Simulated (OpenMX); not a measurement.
**PbO (Litharge) under changes of volume**

One of the cells (19.940 Å³/atom); the others are scaled copies at fixed shape and fractional positions:

```
CELL_PARAMETERS angstrom
3.99000 0.00000 0.00000
0.00000 3.99000 0.00000
0.00000 0.00000 5.01000
ATOMIC_POSITIONS crystal
Pb 0.50000 0.00000 0.76000
Pb 0.00000 0.50000 0.24000
O 0.50000 0.50000 0.00000
O 0.00000 0.00000 0.00000
```

```yaml
Program: OpenMX 3.8.5
Functional: LDA
Potentials_or_basis: OpenMX 2013 LDA set, Pb8.0-s3p2d2f1, O6.0-s2p2d1, fixed grid of 54 × 54 × 70 points
k_mesh: 7 × 7 × 7
Occupations: fermi-dirac, width 0.05 eV
Spin: no spin polarisation
```

```csv
volume (Å³/atom),energy over the lowest point (meV/atom),gap on the mesh (eV),largest force (eV/Å)
18.744,7.11,1.19,0.666
19.142,1.10,1.23,0.359
19.541,0.00,1.27,0.059
19.940,3.29,1.30,0.202
20.339,10.52,1.33,0.460
20.738,?,?,?
21.136,35.07,1.37,0.905
```

Question: What does the run at 20.738 Å³/atom give?

Answer: Energy over the lowest point 21.23 meV/atom; gap on the mesh 1.35 eV; largest force 0.685 eV/Å.

Worked out: A Birch-Murnaghan fit of order 3 (a polynomial in V^(-2/3)) to the other rows has its minimum at 19.44 Å³/atom with B0 = V·E''(V) = 89 GPa and B' = 4.5 at fixed shape and positions, which overstates the stiffness. It gives 21.25 meV/atom at 20.738 Å³/atom, against the run's 21.23. A parabola through the other rows of the gap, of slope 1.08 eV per unit of ln V there, gives 1.35 eV, against the run's 1.35.

Energies are extrapolated to zero smearing.

Caveats: the basis has few d functions beyond the semicore shells, which can make volumes several per cent too large; spin-orbit coupling is left out, which as a rule narrows the gap of such compounds by several tenths of an eV; an odd mesh through Γ misses points on the zone boundary, where band edges often lie; the basis of atomic orbitals isn't converged, which shifts pressures, moduli and gaps.
